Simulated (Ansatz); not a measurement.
A 20-atom cell of LiNbO3 from a materials database, 20 atoms and 136 valence electrons in a cell of about 212 Å³, was run 8 times in the plane-wave code Ansatz, each time on 1 × NVIDIA H100 80GB HBM3 with 4 threads of AMD EPYC 7R13 Processor (Zen 3) (shared host).

```csv
run,k mesh,irreducible k,cutoff (eV),plane waves,bands,SCF iterations,wall time,peak host memory (GiB)
"relaxation, PBE",6×6×4,76,420,4269,88,60,?,?
"relaxation, r2SCAN",6×6×4,76,500,5339,88,43,?,?
"bands, PBE",6×6×4,76,420,4133,77,7,?,?
"single point, r2SCAN",6×6×4,76,500,5339,77,8,4.9 s,2.1
"single point, HSE06",4×4×2,20,420,4133,77,19,59 s,3.7
"single point, PBE+SOC",6×6×4,76,420,4133,154,10,?,?
"field response, r2SCAN",6×6×4,76,500,5339,88,11,2.1 min,7.6
"single point, PBE0",4×4×2,20,420,4133,77,20,97 s,3.7
```

(1) Estimate the missing times and memories.

Answers

(1)

| run | wall time | peak host memory (GiB) |
| --- | --- | --- |
| relaxation, PBE | 19 s | 1.5 |
| bands, PBE | 3.4 s | 1.3 |
| relaxation, r2SCAN | 14 s | 1.5 |
| single point, PBE+SOC | 7.3 s | 1.6 |

Only the levels marked +SOC include spin-orbit coupling.
